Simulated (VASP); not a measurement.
# ZnSe (Stilleite): relaxation of the atoms with PBE

ZnSe (Stilleite):

```
CELL_PARAMETERS angstrom
0.00000 2.83518 2.83518
2.83518 0.00000 2.83518
2.83518 2.83518 0.00000
ATOMIC_POSITIONS crystal
Zn 0.00000 0.00000 0.00000
Se 0.25000 0.25000 0.25000
```

The cell isn't the ideal one: a relaxed cell with its volume scaled by 0.96.

```
Program                : VASP 6.6.1
Task                   : relaxation of the atoms
Functional             : PBE
Potentials or basis    : VASP PAW PBE potentials, release 64 (Zn, Se)
Cutoff                 : 300 eV
k mesh                 : 4 × 4 × 4
Occupations            : gaussian, width 0.03 eV
Spin                   : no spin polarisation
Further INCAR settings : ALGO = Normal; EDIFF = 1e-07; IBRION = 2; EDIFFG = -0.01; NSW = 40
```

The band gap on the k mesh is 1.27 eV, direct.

Final structure:
```
CELL_PARAMETERS angstrom
0.00000 2.83518 2.83518
2.83518 0.00000 2.83518
2.83518 2.83518 0.00000
ATOMIC_POSITIONS crystal
Zn 0.00000 0.00000 0.00000
Se 0.25000 0.25000 0.25000
```

Levels at points of the mesh, in eV from the valence-band top:
| k point | band 5 | band 6 | band 7 | band 8 | band 9 | band 10 | band 11 | band 12 | band 13 |
| --- | --- | --- | --- | --- | --- | --- | --- | --- | --- |
| (0.00, 0.00, 0.00) | -6.18 | -6.18 | 0.00 | 0.00 | 0.00 | 1.27 | 5.77 | 5.77 | 5.77 |
| (0.50, 0.00, 0.00) | -6.17 | -6.02 | -5.24 | -0.87 | -0.87 | 2.52 | 6.36 | 6.36 | 8.57 |
| (0.50, 0.50, 0.00) | -6.14 | -6.00 | -4.76 | -2.19 | -2.19 | 2.97 | 3.44 | 10.73 | 11.22 |

Run time: 5.1 s on 1 thread of AMD EPYC 7R13 Processor (Zen 3) (shared host), peak memory 0.1 GiB.

Caveat: the k mesh is coarse (spacing up to 0.48 Å⁻¹), so the values aren't converged; the relaxation stopped at its first step, so nothing moved.
